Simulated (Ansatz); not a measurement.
# EuO (Fm-3m): from the listed cell to zero pressure

Where does the pressure of EuO (Fm-3m) vanish?

Computed with Ansatz 0.2.0 (DFT PBE+U (U_eff = 6 eV on Eu 4f), scalar-relativistic, plane waves, PAW, unless a step's input says otherwise).

## (1) Starting point

Symmetry: Fm-3m, No. 225, cubic system. Conventional cell: a = 5.144 Å, b = 5.144 Å, c = 5.144 Å, α = 90.00°, β = 90.00°, γ = 90.00°. Eu (site symmetry m-3m) has 6 O at 2.57 Å as nearest neighbours. O (site symmetry m-3m) has 6 Eu at 2.57 Å as nearest neighbours.

Structure file:

```
Eu O
1.0
     0.00000    2.57195    2.57195
     2.57195    0.00000    2.57195
     2.57195    2.57195    0.00000
Eu O
1 1
Cartesian
  0.0000 0.0000 0.0000
  2.5720 2.5720 2.5720
```

Starting moments: Eu 7.00 μB.

## (2) First run, at the start cell

input.yaml reads:

```yaml
crystal:
  lattice:
    - [0.0, 2.57195, 2.57195]
    - [2.57195, 0.0, 2.57195]
    - [2.57195, 2.57195, 0.0]
  atoms:
    - { symbol: Eu, position: [0.0, 0.0, 0.0], spin: 7.0 }
    - { symbol: O, position: [0.5, 0.5, 0.5] }
basis:
  ecutwfc: 420
  ecutrho_ratio: 4
kpoints:
  mp_grid: { grid: [5, 5, 5] }
hamiltonian:
  xc: pbe
  hubbard: { sites: [{ species: Eu, l: f, u_eff: 6.0 }] }
scf:
  occupations: { method: gaussian, width: 0.05 }
output:
  forces: true
  stress: true
  eigenvalues: true
  populations: true
  hubbard: { sites: [{ species: Eu, l: f }] }
magnetization:
  spin_polarized: true
```

The run is started by

```bash
ansatz run input.yaml --threads 4 --pin off --max-ram 10240MiB --backend cpu --events-out ev --progress --plain --runs-dir out
```

Further steps of the session: The same volume, run 2; A new volume, run 3; Volume adjusted, run 4.

What does the calculation give? Wanted: volume; pressure; conventional cell; gap on the mesh; moments in the spheres.

As calculated:

| quantity | value |
| --- | --- |
| volume | 17.340 Å³/atom |
| pressure | 0.00 GPa |
| conventional cell | a = 5.177 Å, b = 5.177 Å, c = 5.177 Å, α = 90.00°, β = 90.00°, γ = 90.00° |
| gap on the mesh | 0.39 eV |
| moments in the spheres | Eu 6.76; O -0.08 μB |

What this shows: The volume went from 17.01 to 17.34 Å³/atom (+1.9 %), where 0.00 GPa is left. Only the order of the starting moments is followed; others weren't tried in this session. With a Hubbard U or exact exchange the result depends on the state in which the open shell ends, and a lower one can't be excluded. Spin–orbit coupling is left out, though the cell holds Eu; it splits the 4f levels.
